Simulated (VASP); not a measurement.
# SnTe (Fm-3m) in VASP: a series of runs

The runs below take SnTe through relaxation of cell and atoms, with LDA, PBEsol.

Everything below comes from runs of VASP 6.6.1. Logs are shortened: lines on timing, memory, paths and dates and some standing lists are left out, and cuts for length are marked.

## (1) The structure

Symmetry: Fm-3m, No. 225, cubic system. The conventional cell has a = 6.239 Å, b = 6.239 Å, c = 6.239 Å, α = 90.00°, β = 90.00°, γ = 90.00°. Around Sn (site symmetry m-3m) lie 6 Te at 3.12 Å. Around Te (site symmetry m-3m) lie 6 Sn at 3.12 Å.

## (2) Relaxation of cell and atoms, LDA

The input, INCAR:

```
ALGO = Normal
EDIFF = 1E-7
EDIFFG = -0.005
ENCUT = 600
GGA = CA
IBRION = 2
ISIF = 3
ISMEAR = 0
LASPH = T
LCHARG = F
LREAL = F
LWAVE = F
NELM = 80
NSW = 90
PREC = Accurate
SIGMA = 0.03
```

The input, KPOINTS:

```
k-points
0
Gamma
  10 10 10
```

The input, POSCAR:

```
SnTe                                    
1.0
   -0.0000000000      3.1195685553      3.1195685553
    3.1195685553      0.0000000000      3.1195685553
    3.1195685553      3.1195685553      0.0000000000
  Sn              Te            
     1     1
Direct
     0.0000000000000000    0.0000000000000000    0.0000000000000000
     0.5000000000000000    0.5000000000000000    0.5000000000000000
```

Potentials or basis: VASP PAW LDA potentials, release 64 (Sn_d, Te).

Run with:

```sh
> cat potpaw_LDA.64/Sn_d/POTCAR potpaw_LDA.64/Te/POTCAR > POTCAR
> mpirun -np 1 vasp_std > vasp.out
```

OUTCAR:

```text
EDIFF = 1E-7
   EDIFFG = -0.005
   ENCUT = 600
   GGA = CA
   IBRION = 2
   ISIF = 3
   ISMEAR = 0
   LASPH = T
   LREAL = F
   NELM = 80
   NSW = 90
   PREC = Accurate

 ion  position               nearest neighbor table
   1  0.000  0.000  0.000-   2 3.12   2 3.12   2 3.12   2 3.12   2 3.12   2 3.12
   2  0.500  0.500  0.500-   1 3.12   1 3.12   1 3.12   1 3.12   1 3.12   1 3.12

  LATTYP: Found a face centered cubic cell.
 ALAT       =     6.2391371106

  Lattice vectors:

 A1 = (   0.0000000000,   3.1195685553,   3.1195685553)
 A2 = (   3.1195685553,   0.0000000000,   3.1195685553)
 A3 = (   3.1195685553,   3.1195685553,   0.0000000000)

Analysis of symmetry for initial positions (statically):
=====================================================================
 Subroutine PRICEL returns:
 Original cell was already a primitive cell.

 Routine SETGRP: Setting up the symmetry group for a
 face centered cubic supercell.

 Subroutine GETGRP returns: Found 48 space group operations
 (whereof 48 operations were pure point group operations)
 out of a pool of 48 trial point group operations.

The static configuration has the point symmetry O_h .

Analysis of symmetry for dynamics (positions and initial velocities):
=====================================================================
 Subroutine PRICEL returns:
 Original cell was already a primitive cell.

 Routine SETGRP: Setting up the symmetry group for a
 face centered cubic supercell.

 Subroutine GETGRP returns: Found 48 space group operations
 (whereof 48 operations were pure point group operations)
 out of a pool of 48 trial point group operations.

The dynamic configuration has the point symmetry O_h .

 Subroutine INISYM returns: Found 48 space group operations
 (whereof 48 operations are pure point group operations),
 and found     1 'primitive' translations

----------------------------------------------------------------------------------------

                                     Primitive cell

  volume of cell :      60.7175

  direct lattice vectors                    reciprocal lattice vectors
     0.000000000  3.119568555  3.119568555    -0.160278574  0.160278574  0.160278574
     3.119568555  0.000000000  3.119568555     0.160278574 -0.160278574  0.160278574
     3.119568555  3.119568555  0.000000000     0.160278574  0.160278574 -0.160278574

  length of vectors
     4.411736160  4.411736160  4.411736160     0.277610634  0.277610634  0.277610634

  position of ions in fractional coordinates (direct lattice)
     0.000000000  0.000000000  0.000000000
     0.500000000  0.500000000  0.500000000

  ion indices of the primitive-cell ions
   primitive index   ion index
                 1           1
                 2           2

----------------------------------------------------------------------------------------

 KPOINTS: k-points

Automatic generation of k-mesh.
 Grid dimensions read from file:
 generate k-points for:   10   10   10

 Generating k-lattice:

  Cartesian coordinates                     Fractional coordinates (reciprocal lattice)
    -0.016027857  0.016027857  0.016027857     0.100000000  0.000000000  0.000000000
     0.016027857 -0.016027857  0.016027857     0.000000000  0.100000000  0.000000000
     0.016027857  0.016027857 -0.016027857     0.000000000  0.000000000  0.100000000

  Length of vectors
     0.027761063  0.027761063  0.027761063

  Shift w.r.t. Gamma in fractional coordinates (k-lattice)
     0.000000000  0.000000000  0.000000000

 Subroutine IBZKPT returns following result:
 ===========================================

 Found     47 irreducible k-points:

 Following reciprocal coordinates:
            Coordinates               Weight
  0.000000  0.000000  0.000000      1.000000
  0.100000  0.000000  0.000000      8.000000
  0.200000  0.000000  0.000000      8.000000
  0.300000  0.000000  0.000000      8.000000
  0.400000  0.000000  0.000000      8.000000
  0.500000  0.000000  0.000000      4.000000
[... 16 lines left out ...]
  0.300000  0.300000  0.000000      6.000000
  0.400000  0.300000  0.000000     24.000000
 [... further k-points ...]
   k-points           NKPTS =     47   k-points in BZ     NKDIM =     47   number of bands    NBANDS=     14
   number of dos      NEDOS =    301   number of ions     NIONS =      2
   total plane-waves  NPLWV =  46656
   dimension x,y,z NGX =    36 NGY =   36 NGZ =   36
   dimension x,y,z NGXF=    72 NGYF=   72 NGZF=   72
   ions per type =               1   1
   NGX,Y,Z   is equivalent  to a cutoff of  13.57, 13.57, 13.57 a.u.
   NGXF,Y,Z  is equivalent  to a cutoff of  27.13, 27.13, 27.13 a.u.
 SYSTEM =  unknown system
   PREC   = accura    normal or accurate (medium, high low for compatibility)
   ISTART =      0    job   : 0-new  1-cont  2-samecut
   ICHARG =      2    charge: 1-file 2-atom 10-const
   ISPIN  =      1    spin polarized calculation?
   LNONCOLLINEAR =      F non collinear calculations
   LSORBIT =      F    spin-orbit coupling
   LASPH  =      T    aspherical Exc in radial PAW
   ENCUT  =  600.0 eV  44.10 Ry    6.64 a.u.   8.81  8.81  8.81*2*pi/ulx,y,z
   NELM   =     80;   NELMIN=  2; NELMDL= -5     # of ELM steps
   EDIFF  = 0.1E-06   stopping-criterion for ELM
   LREAL  =      F    real-space projection
   EDIFFG = -.5E-02   stopping-criterion for IOM
   NSW    =     90    number of steps for IOM
   IBRION =      2    ionic relax: 0-MD 1-quasi-New 2-CG
   NFREE  =      1    steps in history (QN), initial steepest desc. (CG)
   ISIF   =      3    stress and relaxation
   ISYM   =      2    0-nonsym 1-usesym 2-fastsym
   POTIM  = 0.5000    time-step for ionic-motion
   TEBEG  =    0.0;   TEEND  =   0.0 temperature during run
   PSTRESS=    0.0 pullay stress
   NELECT =      20.0000    total number of electrons
   NUPDOWN=      -1.0000    fix difference up-down
   EMIN   =  10.00;   EMAX   =-10.00  energy-range for DOS
   EFERMI =   0.00;   METHOD = LEGACY
   ISMEAR =     0;   SIGMA  =   0.03  broadening in eV -4-tet -1-fermi 0-gaus
   EFERMI_NEDOS =   21; number of points for ismear=-14 and -15
   IALGO  =     38    algorithm
   IMIX   =      4    mixing-type and parameters
     AMIX     =   0.40;   BMIX     =  1.00
     AMIX_MAG =   1.60;   BMIX_MAG =  1.00
  volume/ion in A,a.u.               =      30.36       204.87
  Fermi-wavevector in a.u.,A,eV,Ry     =   1.130612  2.136547 17.392106  1.278284
  Thomas-Fermi vector in A             =   2.267309
   LORBIT       =      0    0 simple, 1 ext, 2 COOP (PROOUT), +10 PAW based schemes
   GGA     = CA    functional components
   LHFCALC =     F    Hartree Fock is set to
   AEXX    =    0.0000 exact exchange contribution
   IVDW    =     0    specifies the selected vdW correction
   LEPSILON=     F    determine dielectric tensor
   LRPA    =     F    only Hartree local field effects (RPA)
 conjugate gradient relaxation of ions
 non-spin polarized calculation
 Gauss-broadening in eV      SIGMA  =   0.03
  energy-cutoff  :      600.00
  volume of cell :       60.72
 maximum number of plane-waves:      2085
   NGX = 17   NGY = 17   NGZ = 17

 number of electron      19.9999997 magnetization

 Free energy of the ion-electron system (eV)
  ---------------------------------------------------
  ext. energy  EPLUGINS =         0.00000000
  ---------------------------------------------------
  free energy    TOTEN  =        -8.83247389 eV

  energy without entropy =       -8.83247388  energy(sigma->0) =       -8.83247389

 E-fermi :   7.1537     XC(G=0):  -9.8706

 val. band max:        7.0507797707   @ k =   0.5000   0.0000   0.0000
 cond. band min:       7.2565645543   @ k =   0.5000   0.0000   0.0000
 fundamental gap:      0.2057847836
 Fermi energy:         7.1536646521

 k-point     1 :       0.0000    0.0000    0.0000
  band No.  band energies     occupation
      1     -14.6875      2.00000
      2     -14.6875      2.00000
      3     -14.6765      2.00000
      4     -14.6765      2.00000
      5     -14.6765      2.00000
      6      -5.9239      2.00000
      7       2.4477      2.00000
      8       4.9156      2.00000
      9       4.9156      2.00000
     10       4.9156      2.00000
     11      10.4693      0.00000
     12      10.4693      0.00000
     13      10.4693      0.00000
     14      11.8440      0.00000

 k-point     2 :       0.1000    0.0000    0.0000
  band No.  band energies     occupation
      1     -14.6879      2.00000
      2     -14.6879      2.00000
      3     -14.6763      2.00000
      4     -14.6759      2.00000
      5     -14.6759      2.00000
      6      -5.8355      2.00000
      7       1.9223      2.00000
      8       4.9308      2.00000
      9       4.9308      2.00000
     10       5.2954      2.00000
     11       9.9884      0.00000
     12       9.9884      0.00000
     13      10.0122      0.00000
     14      11.7619      0.00000

 k-point     3 :       0.2000    0.0000    0.0000
  band No.  band energies     occupation
      1     -14.6893      2.00000
      2     -14.6893      2.00000
      3     -14.6759      2.00000
      4     -14.6740      2.00000
      5     -14.6740      2.00000
      6      -5.5792      2.00000
      7       0.8846      2.00000
      8       4.9838      2.00000
      9       4.9838      2.00000
     10       5.9079      2.00000
     11       9.0932      0.00000
     12       9.0932      0.00000
     13       9.1588      0.00000
     14      11.9151      0.00000

 k-point     4 :       0.3000    0.0000    0.0000
  band No.  band energies     occupation
      1     -14.6913      2.00000
      2     -14.6913      2.00000
      3     -14.6754      2.00000
      4     -14.6715      2.00000
      5     -14.6715      2.00000
      6      -5.1909      2.00000
      7      -0.1917      2.00000
      8       5.0846      2.00000
      9       5.0846      2.00000
     10       6.3809      2.00000
     11       8.2519      0.00000
     12       8.2519      0.00000
     13       8.3440      0.00000
     14      12.6083      0.00000

 k-point     5 :       0.4000    0.0000    0.0000
  band No.  band energies     occupation
      1     -14.6929      2.00000
      2     -14.6929      2.00000
      3     -14.6750      2.00000
      4     -14.6694      2.00000
      5     -14.6694      2.00000
      6      -4.7719      2.00000
      7      -1.0609      2.00000
      8       5.2112      2.00000
      9       5.2112      2.00000
     10       6.7456      2.00000
     11       7.6425      0.00000
[... 276 lines left out ...]
 k-point    22 :      -0.2000    0.2000    0.0000
  band No.  band energies     occupation
      1     -14.6922      2.00000
      2     -14.6912      2.00000
      3     -14.6747      2.00000
      4     -14.6720      2.00000
      5     -14.6707      2.00000
      6      -5.0646      2.00000
      7      -0.1238      2.00000
      8       3.4410      2.00000
      9       5.4424      2.00000
     10       6.7883      2.00000
     11       7.6676      0.00000
     12       7.7431      0.00000
     13      10.8394      0.00000
     14      12.4216      0.00000

 k-point    23 :       0.3000    0.3000    0.0000
  band No.  band energies     occupation
      1     -14.7006      2.00000
      2     -14.6839      2.00000
      3     -14.6795      2.00000
      4     -14.6684      2.00000
      5     -14.6684      2.00000
      6      -4.9668      2.00000
      7       0.4469      2.00000
      8       3.7224      2.00000
      9       3.7224      2.00000
     10       3.9973      2.00000
     11       9.7168      0.00000
     12      10.2954      0.00000
     13      11.3006      0.00000
     14      11.3006      0.00000

 k-point    24 :       0.4000    0.3000    0.0000
  band No.  band energies     occupation
      1     -14.7030      2.00000
      2     -14.6840      2.00000
      3     -14.6794      2.00000
      4     -14.6670      2.00000
      5     -14.6666      2.00000
      6      -4.6644      2.00000
      7       0.0990      2.00000
      8       3.0147      2.00000
      9       3.6046      2.00000
     10       3.8273      2.00000
     11       9.7290      0.00000
     12      11.0341      0.00000
     13      11.1203      0.00000
     14      11.5296      0.00000

 [... further k-points ...]

------------------------ aborting loop because EDIFF is reached ----------------------------------------

  FORCE on cell =-STRESS in cart. coord.  units (eV):
  Direction    XX          YY          ZZ          XY          YZ          ZX
  --------------------------------------------------------------------------------------
  -------------------------------------------------------------------------------------
  Total       -0.0096015     -0.0096015     -0.0096015      0.0000000     -0.0000000      0.0000000
  in kB       -0.2533578     -0.2533578     -0.2533578      0.0000000     -0.0000000      0.0000000
  external PRESSURE =      -0.2533578 kB  Pullay stress =       0.0000000 kB

 VOLUME and BASIS-vectors are now :
 -----------------------------------------------------------------------------
  energy-cutoff  :      600.00
  volume of cell :       60.72
      direct lattice vectors                 reciprocal lattice vectors
     0.000000000  3.119568555  3.119568555    -0.160278574  0.160278574  0.160278574
     3.119568555  0.000000000  3.119568555     0.160278574 -0.160278574  0.160278574
     3.119568555  3.119568555  0.000000000     0.160278574  0.160278574 -0.160278574

 POSITION                                       TOTAL-FORCE (eV/Angst)
 -----------------------------------------------------------------------------------
      0.00000      0.00000      0.00000        -0.000000      0.000000     -0.000000
      3.11957      3.11957      3.11957         0.000000     -0.000000      0.000000
 -----------------------------------------------------------------------------------
    total drift:                               -0.000000      0.000000      0.000000

  FREE ENERGIE OF THE ION-ELECTRON SYSTEM (eV)
  ---------------------------------------------------
  free  energy   TOTEN  =        -8.8324738856 eV

  energy  without entropy=       -8.8324738846  energy(sigma->0) =       -8.83247389

 reached required accuracy - stopping structural energy minimisation
```

Run time: 15 s. Hardware: 1 thread of Intel Xeon 6975P-C (Granite Rapids), shared host; peak memory 0.2 GiB.

What came out:

```yaml
Free_energy: -8.8325 eV
Pressure_after_relaxing: 0.0 GPa
Band_gap_on_the_k_mesh: 0.21 eV, direct
```

Final structure:
```yaml
crystal:
  lattice:
    - [0.00000, 3.11957, 3.11957]
    - [3.11957, 0.00000, 3.11957]
    - [3.11957, 3.11957, 0.00000]
  atoms:
    - { symbol: Sn, position: [0.00000, 0.00000, 0.00000] }
    - { symbol: Te, position: [0.50000, 0.50000, 0.50000] }
```

Caveat: the relaxation stopped at its first step, so nothing moved; spin-orbit coupling is left out, which moves the levels of the heavy elements.

## (3) Relaxation of cell and atoms, PBEsol

This run uses another cell than the first one, of 31.28 Å³/atom, 1.030 times its volume.

The input, INCAR:

```
PREC     = Accurate       # precision mode
ENCUT    = 600            # plane-wave cutoff, eV
EDIFF    = 1E-6           # SCF threshold, eV
ISMEAR   = 0              # smearing method
SIGMA    = 0.03           # smearing width, eV
LREAL    = F              # projectors in reciprocal space
LASPH    = T              # aspherical terms in the spheres
NELM     = 80             # most SCF steps
ALGO     = Normal         # electronic algorithm
ISIF     = 3              # what is computed and relaxed
LWAVE    = F              # write WAVECAR
LCHARG   = F              # write CHGCAR
GGA      = PS             # functional
IBRION   = 2              # ionic algorithm
NSW      = 90             # ionic steps
EDIFFG   = -0.01          # ionic threshold
```

The input, KPOINTS:

```
Automatic mesh
0
Gamma
  10 10 10
```

The input, POSCAR:

```
SnTe
1.0
    0.0000000000      3.1508500000      3.1508500000
    3.1508500000      0.0000000000      3.1508500000
    3.1508500000      3.1508500000      0.0000000000
Sn Te
1 1
Direct
    0.0000000000      0.0000000000      0.0000000000
    0.5000000000      0.5000000000      0.5000000000
```

Potentials or basis: VASP PAW PBE potentials, release 64 (Sn_d, Te).

Run with:

```sh
> cat potpaw_PBE.64/Sn_d/POTCAR potpaw_PBE.64/Te/POTCAR > POTCAR
> mpirun -np 1 vasp_std > vasp.out
```

It took 74 s on 1 thread of Intel Xeon Platinum 8259CL at 2.50GHz (Skylake/Cascade Lake), shared host; peak memory 0.24 GiB.

The run converged. Its results:

```yaml
Free_energy: -8.3393 eV
Relaxed_volume: 31.10 Å³/atom
Relaxed_cell: a = 4.447 Å, b = 4.447 Å, c = 4.447 Å, α = 60.00°, β = 60.00°, γ = 60.00°
Space_group_after_relaxing_to_0.05_Å: Fm-3m (No. 225)
Energy_gained_by_relaxing: 0.2 meV/atom
Ionic_steps: 3
Pressure_after_relaxing: 0.0 GPa
Band_gap_on_the_k_mesh: 0.16 eV, direct
```

Step by step:
```
step  energy change (eV)  largest force (eV/Å)  pressure (GPa)  volume (Å³)
   1              0.0000                0.0000           -0.30        62.56
   2             -0.0003                0.0000            0.13        62.03
   3             -0.0003                0.0000           -0.01        62.20
```

Final structure:
```
Sn Te
1.0
     0.00000    3.14484    3.14484
     3.14484    0.00000    3.14484
     3.14484    3.14484    0.00000
Sn Te
1 1
Cartesian
  0.0000 0.0000 0.0000
  3.1448 3.1448 3.1448
```

Levels at points of the mesh, in eV from the valence-band top:
```
           k point  band 6  band 7  band 8  band 9  band 10  band 11  band 12  band 13  band 14
(0.00, 0.00, 0.00)  -12.81   -4.63   -2.09   -2.09    -2.09     3.40     3.40     3.40     4.76
(0.50, 0.00, 0.00)  -11.51   -8.34   -1.75   -1.75     0.00     0.16     0.39     0.39     7.76
(0.50, 0.50, 0.00)  -11.20   -6.44   -5.59   -3.72    -3.72     2.13     5.00     5.00     6.46
```

Caveat: the PAW data sets were made with another functional, which shifts forces and pressure a little; spin-orbit coupling is left out, which moves the levels of the heavy elements.
